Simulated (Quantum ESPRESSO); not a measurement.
Al2Pt: zone-centre phonons under several settings

```
CELL_PARAMETERS angstrom
0.00000 2.95500 2.95500
2.95500 0.00000 2.95500
2.95500 2.95500 0.00000
ATOMIC_POSITIONS crystal
Pt 0.00000 0.00000 0.00000
Al 0.75000 0.75000 0.75000
Al 0.25000 0.25000 0.25000
```

All runs used Quantum ESPRESSO 7.5; k mesh 8 × 8 × 8; relaxed cell; no spin polarisation.

| level | potentials | cutoff (eV) | occupations | volume (Å³/atom) | lowest optical mode without the field (cm⁻¹) | highest optical mode without the field (cm⁻¹) |
| --- | --- | --- | --- | --- | --- | --- |
| PBEsol | GBRV 1.5 PBEsol | 612 | cold, width 0.2 eV | ? | ? | ? |
| PBE | GBRV 1.5 PBE | 612 | gaussian, width 0.136 eV | 17.49 | 229 | 278 |
| LDA | JTH 2.0 LDA | 707 | cold, width 0.136 eV | 16.68 | 243 | 287 |

What stands in the row left open?

Volume 17.05 Å³/atom; lowest optical mode without the field 239 cm⁻¹; highest optical mode without the field 287 cm⁻¹.

The runs don't all hold the same shells in valence.
